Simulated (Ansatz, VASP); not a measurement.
This is a calculation of C for VASP 6.6.1. 

Contents of INCAR:

```
SYSTEM = C
PREC = Accurate ; ENCUT = 580
EDIFF = 1E-6 ; ISMEAR = -1
SIGMA = 0.05 ; LREAL = .False.
LASPH = .True. ; NELM = 100
ALGO = Normal ; ISIF = 3
LWAVE = .False. ; LCHARG = .False.
GGA = PE ; IBRION = 2
NSW = 60 ; EDIFFG = -0.01
```

File KPOINTS:

```
regular mesh
0
Gamma
  13 13 13
  0 0 0
```

File POSCAR:

```
C
1.0
    0.0000000000      1.7833700000      1.7833700000
    1.7833700000      0.0000000000      1.7833700000
    1.7833700000      1.7833700000      0.0000000000
C
2
Direct
    0.7500000000      0.7500000000      0.7500000000
    0.5000000000      0.5000000000      0.5000000000
```

Potentials or basis: VASP PAW PBE potentials, release 54 (C).

Launch:

```console
$ cat potpaw_PBE.54/C/POTCAR > POTCAR
$ mpirun -np 1 vasp_std > vasp.out
```

What does the same run look like in Ansatz 0.2.0? Potentials or basis there: all-electron LAPW, scalar-relativistic.

As run (cutoffs and basis follow the program's own potentials, and thresholds, step limits or extra output files can differ):

Contents of input.yaml:

```yaml
crystal:
  lattice:
    - [0.0, 1.78337, 1.78337]
    - [1.78337, 0.0, 1.78337]
    - [1.78337, 1.78337, 0.0]
  atoms:
    - { symbol: C, position: [0.75, 0.75, 0.75] }
    - { symbol: C, position: [0.5, 0.5, 0.5] }
kpoints:
  mp_grid: { grid: [13, 13, 13] }
scf:
  occupations: { method: fermi_dirac, width: 0.05 }
hamiltonian:
  xc: pbe
  pseudopotentials: { kind: all_electron, lapw: { basis_error: 0.001 } }
output:
  forces: true
  stress: true
relax:
  f_tol: 0.005
  max_steps: 60
  cell: {}
```

Potentials or basis: all-electron LAPW, scalar-relativistic.

The run is started by

```sh
$ ansatz run input.yaml --threads 1 --pin off --max-ram 3072MiB --backend cpu --events-out ev --progress --plain --runs-dir out
```

Both were run:

|  | VASP | Ansatz |
| --- | --- | --- |
| Relaxed volume | 5.70 Å³/atom | 5.69 Å³/atom |
| Relaxed cell | a = 2.526 Å, b = 2.526 Å, c = 2.526 Å, α = 60.00°, β = 60.00°, γ = 60.00° | a = 2.525 Å, b = 2.525 Å, c = 2.525 Å, α = 60.00°, β = 60.00°, γ = 60.00° |
| Space group after relaxing | Fd-3m (No. 227) | Fd-3m (No. 227) |
| Pressure after relaxing | 0.0 GPa | 0.0 GPa |

Where Ansatz's input types no cutoff or centring, it takes its own default and a Γ-centred mesh.

Pressure is positive in compression.
